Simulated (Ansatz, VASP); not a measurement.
# Cross-check of AlN between VASP and Ansatz, part 2 of 3

Wanted: the spread between two codes on one cell, functional and k mesh. The cell is taken from a series of runs on this material, whose earlier steps may have relaxed, scaled, displaced or heated it; both programs get it as it stands.

VASP 6.6.1 and Ansatz 0.2.0.

So far: Set-up; VASP: zone-centre phonons, LDA, pair 1.

**3. Ansatz: zone-centre phonons, LDA, pair 1**

Level of this step: Ansatz beside VASP: Kohn-Sham DFT, plane waves, LDA (Ansatz).

Ansatz runs on its PAW soft_1 files.

The same cell, functional (in two slightly different forms) and mesh now go to Ansatz, which takes its cutoff from its data sets.

input.yaml reads:

```yaml
crystal:
  lattice:
    - [0.0198824083, 2.1692165292, 2.1692165292]
    - [2.1692165292, 0.0198824083, 2.1692165292]
    - [2.1692165292, 2.1692165292, 0.0198824083]
  atoms:
    - { symbol: "N", position: [0.2493247651, 0.2493247651, 0.2493247651] }
    - { symbol: Al, position: [0.0006752349, 0.0006752349, 0.0006752349] }
kpoints:
  mp_grid: { grid: [12, 12, 12] }
hamiltonian:
  xc: lda
  pseudopotentials: { kind: paw, azcp: { folder: soft_1 }, xc_functional: pbe }
scf:
  occupations: { method: fixed }
output:
  eigenvalues: true
phonons:
  method: dfpt
  dielectric: true
  rigid_motions: translations
```

Launch:

```
> ansatz run input.yaml --threads 4 --pin off --max-ram 10240MiB --backend cpu --events-out ev --progress --plain --runs-dir out
```

Numbers of over 12 decimals in the logs are rounded to 6 here.

Log:

```text
Engine: ansatz 0.2.0, x86_64-unknown-linux-gnu
Pseudopotentials: kind: paw
Pseudopotential: N, paw, valence charge 5, recommended cutoff 420 eV (normal), soft_1/N.paw.azcp
Pseudopotential: Al, paw, valence charge 3, recommended cutoff 420 eV (normal), soft_1/Al.paw.azcp
Functional definition: SPW92
  exchange = slater_x
  correlation = pw_c
Crystal: 2 atoms, lattice volume = 20.134 Å³
Basis set: ecut = 420 eV, 399 PW (Γ), exchange–correlation on 48×48×48 points (8 copies of the dense FFT grid, shifted against one another)
Bands: 8, of which v1, the nominal top of the filled ones, is band 4 counted from 1 (3 counted from 0)
Symmetry: 6 space group operations
k-points: 476 of 1728 (irreducible under 2 space group operations, time reversal used)
Non-local potential: N, projectors of the file, l = 0: 2, l = 1: 2, l = 2: 1
Non-local potential: Al, projectors of the file, l = 0: 2, l = 1: 2, l = 2: 1
PAW form: soft (Blöchl's): semilocal exchange-correlation on the pseudo side does not see the compensation charge
PAW frozen core: N, regenerated for the run's functional, and the local potential with it (the file was generated under x = pbe(κ = 0.804, μ = 0.219515), c = pbe(β = 0.066725))
PAW frozen core: Al, regenerated for the run's functional, and the local potential with it (the file was generated under x = pbe(κ = 0.804, μ = 0.219515), c = pbe(β = 0.066725))
PAW one-centre angular grid: N, 110 points (default); XC on 64 Gauss nodes
PAW one-centre angular grid: Al, 110 points (default); XC on 64 Gauss nodes
Initial density: superposition of atomic densities (chi_scale 0.1, normalization cell, long waves kept (reshape's long-wave potential 0.00 eV rms))
Initial wavefunctions: pseudopotential atomic-orbital guess
Functional: x = slater, c = lda
SCF iter   1: F=—  HF=-891.365578 eV  |F-HF|=—  |Δ(HF+E_count)|=         —  Δρ=1.40e-1  dr2=4.73e0  ethr=3.10e-3  ⟨swp⟩=4.1  Hψ=24846  notcnv=0  defer=6
preconditioner: auto → none  [insulator: Δε(μ)=5.634 eV  Ē_g=16.788 eV  n_scr=0 (ndim 8)  ℏωp=23.4 eV  f_vac=0.000  ε∞_Penn≈2.9]
SCF iter   2: F=—  HF=-890.046995 eV  |F-HF|=—  |Δ(HF+E_count)|=    1.32e0  Δρ=7.75e-2  dr2=7.26e-1  ethr=3.10e-3  ⟨swp⟩=2.8  Hψ=11891  notcnv=0  defer=703
SCF iter   3: F=—  HF=-889.825205 eV  |F-HF|=—  |Δ(HF+E_count)|=   2.22e-1  Δρ=2.22e-2  dr2=5.09e-2  ethr=3.10e-3  ⟨swp⟩=2.4  Hψ=8404  notcnv=0  defer=848
SCF iter   4: F=—  HF=-889.804563 eV  |F-HF|=—  |Δ(HF+E_count)|=   2.06e-2  Δρ=8.28e-4  dr2=4.46e-5  ethr=6.36e-4  ⟨swp⟩=2.0  Hψ=5216  notcnv=0  defer=952
SCF iter   5: F=—  HF=-889.804535 eV  |F-HF|=—  |Δ(HF+E_count)|=   2.79e-5  Δρ=2.66e-4  dr2=5.35e-6  ethr=5.58e-7  ⟨swp⟩=2.0  Hψ=5713  notcnv=0  defer=935
SCF iter   6: F=—  HF=-889.804532 eV  |F-HF|=—  |Δ(HF+E_count)|=   3.05e-6  Δρ=3.02e-5  dr2=8.88e-8  ethr=6.69e-8  ⟨swp⟩=2.0  Hψ=5712  notcnv=0  defer=41
SCF iter   7: F=—  HF=-889.804532 eV  |F-HF|=—  |Δ(HF+E_count)|=   4.26e-8  Δρ=4.94e-6  dr2=2.32e-9  ethr=1.11e-9  ⟨swp⟩=2.0  Hψ=5421  notcnv=0  defer=29
SCF iter   8: F=-889.804532 eV  HF=-889.804532 eV  |F-HF|=3.49e-11  |Δ(HF+E_count)|=  3.48e-10  Δρ=1.00e-6  dr2=9.35e-11  ethr=1.25e-12  ⟨swp⟩=5.9  Hψ=17114  notcnv=0
SCF 1 converged in 8 iterations: F = -889.804532 eV  dr2 = 9.35e-11
  greatest PAW one-centre occupation: 0.784 electrons in one spin orbital (limit 2), on the N atom at site 0 (counted from 0), in its partial waves of l = 0
NSCF: frozen V_eff on 5 k-points
DFPT response loops at Γ: preconditioner auto → none (the input reference at scf.mixing.eps_inf says where Resta's filter doesn't serve); β = 0.50; Broyden in place of MSR1
SCF converged after 8 iterations
Free energy (F): -889.804532 eV
Harris-Foulkes:  -889.804532 eV  (|F-HF|=3.49e-11)
Internal energy: -889.804532 eV  (E = F + TS)
E sigma→0 (E₀):  -889.804532 eV
Fermi energy:    7.073974 eV
--- Per-component energies (eV) ---
  E_band       = 15.688659
  E_kinetic    = 157.498254
  E_local      = -206.508748  (includes V_loc(G=0)·N_el)
  E_nonlocal   = 46.915811
  E_hartree    = 75.294125
  E_xc         = -98.343872
  E_vxc        = -107.098660  (∫ρ·V_xc dr)
  E_paw        = -564.788490  (= ΣΔE_a)
  E_vpaw       = -25.707164  (= ΣTr[D̂ρ^β])
  E_aug_tail   = 0.000843  (compensation charges beyond the density's cutoff)
  E_ewald      = -300.008216
  E_core_change = 0.135761  (= ΣΔE_core)
  E_smearing   = -0.000000  (= −TS)
  E_closure    = -0.000000  (closes the sum)
  Σ components = -889.804532   (vs F -889.804532, Δ=0.00e0)
--- Band table (eV; the first three rows and the last of 476) ---
  k-point 0: bands = ["-7.9809", "6.9458", "7.0740", "7.0740", "11.5591", "19.4845", "19.8482", "19.8482"]
  k-point 1: bands = ["-7.8720", "6.4741", "6.9270", "7.0349", "12.0226", "19.4699", "19.6893", "19.9463"]
  k-point 2: bands = ["-7.5557", "5.1995", "6.8302", "6.9315", "12.9241", "18.8754", "19.7242", "19.9694"]
  k-point 475: bands = ["-5.8204", "0.9349", "6.6158", "6.6158", "14.7334", "17.0217", "18.3678", "18.3678"]
--- Phonons (Γ-DFPT): 2 representative perturbations + reference, on 476 of 1728 k-points (Σ response iterations 6) ---
  k mesh reduced under 2 symmetry operations, with k and −k counted as one. Each operation leaves every solved perturbation unchanged. A smaller set is not considered because the run solves the response to a homogeneous field
  ASR residual: 3.077e-4 → 0.000e0 eV/Å²; symmetrization residual: 3.370e-7 eV/Å²
  ASR residual per site (eV/Å²): 3.08e-4 8.96e-5
  Γ frequencies (cm⁻¹): 0.00 0.00 0.00 675.22 683.22 683.22
  ε∞ (high-frequency dielectric tensor):
        4.514741     0.013788     0.013788
        0.013788     4.514741     0.013788
        0.013788     0.013788     4.514741
  ε⁰ (static dielectric tensor: ions relaxed, cell fixed):
        8.214732     0.053366     0.053366
        0.053366     8.214732     0.053366
        0.053366     0.053366     8.214732
  ε⁰ − ε∞ (ionic part):
        3.699991     0.039578     0.039578
        0.039578     3.699991     0.039578
        0.039578     0.039578     3.699991
  softest optical mode at Γ: 675.22 cm⁻¹; the repairs (sum rule, projections) moved no ω² at Γ by more than (2.51 cm⁻¹)²
  Born effective charges Z* (e; rows j = field, columns β = displacement):
    site 0:
        -2.54248   -0.00356   -0.00356
        -0.00356   -2.54248   -0.00356
        -0.00356   -0.00356   -2.54248
    site 1:
         2.54248    0.00356    0.00356
         0.00356    2.54248    0.00356
         0.00356    0.00356    2.54248
  Z* charge neutrality: 4.260e-6 e pre-enforcement
  k-mesh period / interband length: 36.5 Å / 1.64 Å = 22.18 at k = (0.0000, 0.0000, 0.0000), direct gap 4.485 eV — 14 or more, which is no proof of convergence
  optical modes at Γ without the LO–TO term, one row a degenerate level:
      ω (cm⁻¹)  modes    IR ((D/Å)²/amu)
        675.22      1            16.2650
        683.22      2            32.2584
  optical modes at Γ + LO–TO along q̂ = [1.0000, 0.0000, 0.0000]:
      ω (cm⁻¹)  modes    IR ((D/Å)²/amu)
        677.86      1            16.2212
        683.22      1            16.1292
        918.00      1            16.1730
  optical modes at Γ + LO–TO along q̂ = [0.0000, 1.0000, 0.0000]:
      ω (cm⁻¹)  modes    IR ((D/Å)²/amu)
        677.86      1            16.2212
        683.22      1            16.1292
        918.00      1            16.1730
  optical modes at Γ + LO–TO along q̂ = [0.0000, 0.0000, 1.0000]:
      ω (cm⁻¹)  modes    IR ((D/Å)²/amu)
        677.86      1            16.2212
        683.22      1            16.1292
        918.00      1            16.1730
```

Reading the cycles: dr2 is the Hartree energy of the density residual (eV), the measure of convergence; HF is the Harris–Foulkes estimate of the energy, which meets the free energy F at convergence.

**4. Comparison**

Known differences besides the potentials themselves: fixed occupations in Ansatz, narrow Gaussian smearing in VASP; the cutoff is 420 eV in Ansatz and 600 eV in VASP; VASP's log shows a relativistic correction to its local exchange, Ansatz's none. Total energies have different zeros and are not compared.

Both answers:

```tsv
quantity	Ansatz	VASP	difference
ε∞ xx	4.51	4.51	+0.10 %
ε∞ yy	4.51	4.51	+0.10 %
ε∞ zz	4.51	4.51	+0.10 %
Born charge of N1 (mean of the diagonal) (e)	-2.54	-2.53	-0.01
Born charge of Al2 (mean of the diagonal) (e)	2.54	2.53	+0.01
optical mode 1 (cm⁻¹)	675.2	680.5	-0.78 %
optical mode 2 to 3 (cm⁻¹)	683.2	688.6	-0.78 %
```

Modes are paired by rising frequency, not by their patterns, so a pair may set unlike modes beside each other; they are those without the splitting of longitudinal modes.

**5. VASP: zone-centre phonons, LDA, pair 2**

Second derivatives magnify differences that forces hide, and they need a tight electronic threshold. The cell compared in this pair holds 20.80 Å³, against 20.13 Å³ for the pair before.

INCAR reads:

```
SYSTEM = AlN
PREC = Accurate
ENCUT = 600
EDIFF = 1E-08
NELM = 120
ISMEAR = 0
SIGMA = 0.01
LREAL = .FALSE.
ALGO = Normal
GGA = PW92
NBANDS = 10
LORBIT = 11
LWAVE = .FALSE.
LCHARG = .FALSE.
ISIF = 2
IBRION = 8
LEPSILON = .TRUE.
LASPH = .TRUE.
GGA_COMPAT = .FALSE.
EFERMI = MIDGAP
KPAR = 2
```

POSCAR reads:

```
AlN
1.0
   -0.0197895916      2.1729654206      2.1729654206
    2.1729654206     -0.0197895916      2.1729654206
    2.1729654206      2.1729654206     -0.0197895916
N Al
1 1
Direct
    0.2506341196      0.2506341196      0.2506341196
    0.9993658804      0.9993658804      0.9993658804
```

KPOINTS reads:

```
Automatic mesh
0
Gamma
12 12 12
0 0 0
```

PAW data sets: N and Al (LDA family, release 64).

Launch:

```
> mpirun -np 2 vasp_std
```

Log:

```text
[banner, memory and clock lines left out]
running    2 mpi-ranks, on    1 nodes
[...]
[... a notice as in an earlier step ...]

 LDA part: xc-table for (Slater(with rela. corr.)+PW92), standard interpolation
 POSCAR, INCAR and KPOINTS ok, starting setup
[...]
entering main loop
       N       E                     dE             d eps       ncg     rms          rms(c)
DAV:   1     0.118586665014E+02    0.11859E+02   -0.44121E+03  3844   0.763E+02
DAV:   2    -0.180373165806E+02   -0.29896E+02   -0.28586E+02  4606   0.139E+02
DAV:   3    -0.189219115417E+02   -0.88459E+00   -0.88342E+00  4466   0.233E+01
DAV:   4    -0.189256747353E+02   -0.37632E-02   -0.37630E-02  4282   0.182E+00
[...]
DAV:  10    -0.163807291192E+02   -0.20073E-04   -0.66077E-05  4122   0.624E-02    0.410E-02
DAV:  11    -0.163807276178E+02    0.15014E-05   -0.15943E-06  4282   0.101E-02    0.760E-03
DAV:  12    -0.163807276166E+02    0.12525E-08   -0.85153E-08  4288   0.237E-03
   1 F= -.16380728E+02 E0= -.16380728E+02  d E =0.000000E+00
[...]
force on displaced ion       1 direction 1 : -14.517  -0.153  -0.153
 Born effective charge ion    1 direction 1 :  -2.533   0.004   0.004
 Linear response progress:
  Degree of freedom:   2/  2
       N       E                     dE             d eps       ncg     rms          rms(c)
RMM:   1    -0.594159490393E-02   -0.59416E-02   -0.37733E-03 22570   0.682E-01
RMM:   2    -0.538148776099E-02    0.56011E-03   -0.20857E-04 14676   0.116E-01    0.879E-02
RMM:   3    -0.528462089693E-02    0.96867E-04   -0.57396E-05 15355   0.493E-02    0.476E-02
RMM:   4    -0.529524210699E-02   -0.10621E-04   -0.49561E-05 15262   0.462E-02    0.773E-03
RMM:   5    -0.529419454799E-02    0.10476E-05   -0.55659E-07 15658   0.618E-03    0.131E-03
RMM:   6    -0.529335426868E-02    0.84028E-06    0.11488E-08 15857   0.111E-03    0.412E-04
RMM:   7    -0.529217736455E-02    0.11769E-05   -0.59175E-08 15843   0.502E-04    0.287E-05
RMM:   8    -0.529218838679E-02   -0.11022E-07    0.11317E-09 16420   0.526E-05    0.166E-05
RMM:   9    -0.529218554695E-02    0.28398E-08   -0.90041E-10 16479   0.178E-05    0.785E-07
 first order change of Fermi-energy  -0.87336E+00
 force on displaced ion       2 direction 1 : -14.517  -0.152  -0.152
 Born effective charge ion    2 direction 1 :   2.533  -0.004  -0.004
 Born effective charges drift removed
 Linear response finished
```

Parts of OUTCAR (step 5):

```text
  Total       -0.3885854     -0.3885854     -0.3885854      0.2168453      0.2168453      0.2168453
  in kB      -29.9306507    -29.9306507    -29.9306507     16.7024288     16.7024288     16.7024288
  external PRESSURE =     -29.9306507 kB  Pullay stress =       0.0000000 kB

 POSITION                                       TOTAL-FORCE (eV/Angst)
 -----------------------------------------------------------------------------------
      1.08428      1.08428      1.08428         0.001655      0.001655      0.001655
      4.32340      4.32340      4.32340        -0.001655     -0.001655     -0.001655
 -----------------------------------------------------------------------------------
    total drift:                                0.000091      0.000091      0.000091

 MACROSCOPIC STATIC DIELECTRIC TENSOR (including local field effects in DFT)
 ------------------------------------------------------
           4.563859    -0.014013    -0.014013
          -0.014013     4.563859    -0.014013
          -0.014013    -0.014013     4.563859
 ------------------------------------------------------

 MACROSCOPIC STATIC DIELECTRIC TENSOR IONIC CONTRIBUTION
 ------------------------------------------------------
           3.845851    -0.051300    -0.051300
          -0.051300     3.845851    -0.051300
          -0.051300    -0.051300     3.845851
 ------------------------------------------------------

[... 1 part as in an earlier step ...]

[... 1 further part left out ...]
```

**6. Ansatz: zone-centre phonons, LDA, pair 2**

The same cell, functional (in two slightly different forms) and mesh now go to Ansatz, which takes its cutoff from its data sets.

The cell is taken from a series of runs on this material, whose earlier steps may have relaxed, scaled, displaced or heated it; both programs get it as it stands.

input.yaml, the sections that differ from step 3:

```yaml
crystal:
  lattice:
    - [-0.0197895916, 2.1729654206, 2.1729654206]
    - [2.1729654206, -0.0197895916, 2.1729654206]
    - [2.1729654206, 2.1729654206, -0.0197895916]
  atoms:
    - { symbol: "N", position: [0.2506341196, 0.2506341196, 0.2506341196] }
    - { symbol: Al, position: [-0.0006341196, -0.0006341196, -0.0006341196] }
# kpoints, hamiltonian, scf, output, phonons: as in step 3
```

Launch:

```
> ansatz run input.yaml --threads 4 --pin off --max-ram 10240MiB --backend cpu --events-out ev --progress --plain --runs-dir out
```

Log:

```text
[...]
Crystal: 2 atoms, lattice volume = 20.801 Å³
Basis set: ecut = 420 eV, 411 PW (Γ), exchange–correlation on 48×48×48 points (8 copies of the dense FFT grid, shifted against one another)
Bands: 8, of which v1, the nominal top of the filled ones, is band 4 counted from 1 (3 counted from 0)
Symmetry: 6 space group operations
k-points: 476 of 1728 (irreducible under 2 space group operations, time reversal used)
[...]
optical modes at Γ + LO–TO along q̂ = [1.0000, 0.0000, 0.0000]:
      ω (cm⁻¹)  modes    IR ((D/Å)²/amu)
[...]
optical modes at Γ + LO–TO along q̂ = [0.0000, 1.0000, 0.0000]:
      ω (cm⁻¹)  modes    IR ((D/Å)²/amu)
[...]
886.61      1            16.2272
  optical modes at Γ + LO–TO along q̂ = [0.0000, 0.0000, 1.0000]:
      ω (cm⁻¹)  modes    IR ((D/Å)²/amu)
        646.05      1            16.2753
        652.74      1            16.1850
        886.61      1            16.2272
[key lines of the parts left out:]
SCF converged after 8 iterations
Free energy (F): -889.804812 eV
Fermi energy:    6.762795 eV
```

**7. Comparison**

Compared:

```tsv
quantity	Ansatz	VASP	difference
ε∞ xx	4.57	4.56	+0.11 %
ε∞ yy	4.57	4.56	+0.11 %
ε∞ zz	4.57	4.56	+0.11 %
Born charge of N1 (mean of the diagonal) (e)	-2.55	-2.53	-0.01
Born charge of Al2 (mean of the diagonal) (e)	2.55	2.53	+0.01
optical mode 1 to 2 (cm⁻¹)	646.0	651.0	-0.76 %
optical mode 3 (cm⁻¹)	656.1	661.3	-0.77 %
```

Modes are paired by rising frequency, not by their patterns, so a pair may set unlike modes beside each other; they are those without the splitting of longitudinal modes.

(Continued in part 3 of 3.)

[Lines on the potential files, build, host, timing and source positions are cut from VASP's logs without a mark.]

[Logs are printed without paths, hosts, clocks, repeated set-up lines and the standing remarks that a program may print on its own settings, such as how far it seeks lower states.]

[Hosts, paths, dates, database ids (printed as entryN), source tags and the programs' standing remarks are cut or masked in the printed files.]
